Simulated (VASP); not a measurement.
A VASP 6.6.1 single-point calculation on Ge

INCAR

```
NSW = 0
NELM = 120
SIGMA = 0.02
PREC = Accurate
LCHARG = .FALSE.
LASPH = .TRUE.
ENCUT = 520
IBRION = -1
ISMEAR = -1
NBANDS = 21
ISIF = 2
EDIFF = 1E-7
METAGGA = MBJ
LWAVE = .FALSE.
LREAL = .FALSE.
```

KPOINTS

```
KPOINTS created by Atomic Simulation Environment
0
Gamma
8 8 8
0 0 0
```

POSCAR

```
Ge
 1.0000000000000000
     0.0000000000000000    2.8368735120999999    2.9503484526000001
     2.8368735120999999    0.0000000000000000    2.9503484526000001
     2.8368735120999999    2.8368735120999999    0.0000000000000000
 Ge
   2
Cartesian
  0.0000000000000000  0.0000000000000000  0.0000000000000000
  1.4184367560500000  1.4184367560500000  1.4751742263000001
```

The recommended PBE PAW datasets give the neutral cell 28 valence electrons.

Command

```
mpirun -np 1 vasp_std
```

Problem. Predict the outcome of this run.

Solution. It converged. Results: gap between bands v and c on the k mesh 0.20 eV; least direct gap on the k mesh 0.20 eV. Band v is the last that the valence electrons fill when counted band by band, and c is the next.

OSZICAR

```
N       E                     dE             d eps       ncg     rms          rms(c)
DAV:   1     0.411052077163E+03    0.41105E+03   -0.14440E+04  2764   0.351E+03
DAV:   2     0.245101713575E+03   -0.16595E+03   -0.16062E+03  2498   0.600E+02
DAV:   3     0.219702406337E+03   -0.25399E+02   -0.25213E+02  2833   0.139E+02
DAV:   4     0.218889710756E+03   -0.81270E+00   -0.81232E+00  2858   0.290E+01
DAV:   5     0.218873899062E+03   -0.15812E-01   -0.15811E-01  2855   0.431E+00    0.379E+00
DAV:   6     0.219623637752E+03    0.74974E+00   -0.38501E+00  3410   0.257E+01    0.182E+00
DAV:   7     0.219415178867E+03   -0.20846E+00   -0.39887E-01  3270   0.919E+00    0.119E+00
DAV:   8     0.219127475476E+03   -0.28770E+00   -0.31673E-01  3365   0.668E+00    0.398E-01
DAV:   9     0.219195397260E+03    0.67922E-01   -0.73936E-02  3290   0.364E+00    0.317E-01
DAV:  10     0.219393739994E+03    0.19834E+00   -0.68690E-03  2778   0.110E+00    0.143E-01
...
DAV:  30     0.219636475656E+03    0.81995E-05   -0.92588E-11  1329   0.909E-05    0.213E-05
DAV:  31     0.219636489787E+03    0.14131E-04   -0.72534E-11  1329   0.494E-05    0.182E-06
DAV:  32     0.219636488741E+03   -0.10457E-05   -0.29468E-11  1324   0.368E-05    0.516E-06
DAV:  33     0.219636490924E+03    0.21828E-05   -0.52442E-12  1324   0.156E-05    0.266E-06
DAV:  34     0.219636492395E+03    0.14716E-05   -0.65034E-12  1324   0.129E-05    0.137E-06
DAV:  35     0.219636492910E+03    0.51464E-06    0.14718E-13  1324   0.636E-06    0.901E-07
DAV:  36     0.219636493196E+03    0.28651E-06   -0.87855E-13  1324   0.689E-06    0.514E-07
DAV:  37     0.219636493806E+03    0.60984E-06   -0.21516E-13  1324   0.300E-06    0.289E-07
DAV:  38     0.219636493750E+03   -0.56145E-07   -0.92814E-13  1324   0.166E-06
   1 F= 0.21963649E+03 E0= 0.21963650E+03  d E =-.949740E-05
```

The MBJ potential has no energy functional, so only its levels carry meaning.

For comparison, a separate PBE run of the intended cell, on usual settings and not on those above, gives a gap of -0.09 eV on its mesh and a pressure of 0.4 GPa.
